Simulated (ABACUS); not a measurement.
Crystal: FeO (Wuestite).

```xyz
2
Lattice="1.5188 0.8769 2.5196 -1.5188 0.8769 2.5196 0.0000 -1.7538 2.5196" Properties=species:S:1:pos:R:3 pbc="T T T"
Fe    0.0000    0.0000    0.0000
O     0.0000    0.0000    3.7794
```

Base run:

```yaml
Program: ABACUS 3.10.1
Functional: PBE
Potentials_or_basis: PseudoDojo NC SR 0.4.1 PBE standard
Cutoff: 1225 eV
Density_cutoff: 4898 eV
Basis: plane waves
k_mesh: 11 × 11 × 11
Occupations: fermi-dirac, width 0.05 eV
Spin: collinear spin, ferromagnetic start
Starting_moments: "[3.0, 0.0] μB"
```

Its results: band gap on the k mesh none (metal or under the smearing width); pressure -1.9 GPa; net moment 4.00 μB per cell.

The run is repeated on the same cell with these changes: cutoff from 1225 eV to 1361 eV; density cutoff from 4898 eV to 5442 eV; basis from plane waves to DZP LCAO (the cutoffs set its grid). What comes out?

Band gap on the k mesh none (metal or under the smearing width); pressure -1.3 GPa; net moment 4.00 μB per cell; site moments Fe +3.76; O +0.24 μB.

Caveats: a cell with one magnetic atom can't hold antiferromagnetic order, which such compounds often take; semilocal functionals often make such compounds metallic where correlation or magnetic order opens a gap, which also shifts bond lengths; the atomic orbitals were generated for these runs and aren't a published set (some runs); the basis of atomic orbitals isn't converged, which shifts pressures, moduli and gaps (some runs).

Not every run made on this cell is shown here.
